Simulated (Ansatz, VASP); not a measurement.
**Two plane-wave programs on Al**

```xyz
2
Lattice="0.0000 2.7415 2.7415 2.7415 0.0000 2.7415 2.7415 2.7415 0.0000" Properties=species:S:1:pos:R:3 pbc="T T T"
Al   -0.5209   -0.8499   -0.8499
Al    0.5209    0.8499    0.8499
```

This isn't the form of Al at room conditions, which is fcc.

Alike in both runs: task single point; functional PBEsol; k mesh 10 × 10 × 10; occupations fermi-dirac, width 0.05 eV; no spin polarisation.

|  | VASP | Ansatz |
| --- | --- | --- |
| version | VASP 6.6.1 | Ansatz 0.2.0 |
| potentials or method | VASP PAW PBE potentials, release 64 (Al) | PAW with Ansatz's default frozen-core files, scalar-relativistic |
| plane-wave cutoff (eV) | 520 | 420 |
| valence electrons in the cell | 6 | 6 |

Ansatz gave:

* gap on the k mesh at the Fermi level (eV): none
* rms of the force components (eV/Å): 8.522

Problem. Which values does VASP return?

Solution. gap on the k mesh at the Fermi level (eV): none; rms of the force components (eV/Å): 8.519.

Atom by atom the forces differ by 0.003 eV/Å (rms over components). A gap of «none» marks a metal or a gap that the smearing closes.

Caveats: the PAW data sets were made with another functional, which shifts forces and pressure a little (VASP).
